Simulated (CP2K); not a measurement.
The system is FeSi2 (Linzhiite).

```
Fe Si
1.0
     2.68400    0.00000    0.00000
     0.00000    2.68400    0.00000
     0.00000    0.00000    5.12800
Fe Si
1 2
Direct
  0.00000 0.00000 0.00000
  0.50000 0.50000 0.73000
  0.50000 0.50000 0.27000
```

Base run:

| Quantity | Value |
| --- | --- |
| Program | CP2K 2026.2 |
| Functional | SCAN |
| Potentials or basis | POTENTIAL_UZH Fe GTH-SCAN-q16, Si GTH-SCAN-q4; TZVP-MOLOPT-SCAN-GTH basis |
| Density cutoff | 9524 eV |
| k mesh | 10 × 10 × 5 |
| Occupations | fermi-dirac, width 0.1 eV |
| Spin | collinear spin, ferromagnetic start |
| Starting moments | [3.0, 0.0, 0.0] μB |

Its results: band gap on the k mesh none (metal or under the smearing width); pressure -1.6 GPa; net moment 0.16 μB per cell; site moments Fe +0.19; Si -0.02 μB; largest force 0.299 eV/Å.

Question: The run is repeated on the same cell with these changes: functional from SCAN to r2SCAN; occupations from fermi-dirac, width 0.1 eV to fermi-dirac, width 0.0259 eV. What comes out?

Answer: Band gap on the k mesh none (metal or under the smearing width); pressure -0.3 GPa; net moment 0.16 μB per cell; site moments Fe +0.13; Si +0.02 μB; largest force 0.299 eV/Å.

Caveats: the basis of atomic orbitals isn't converged, which shifts pressures, moduli and gaps.

Not every run made on this cell is shown here.
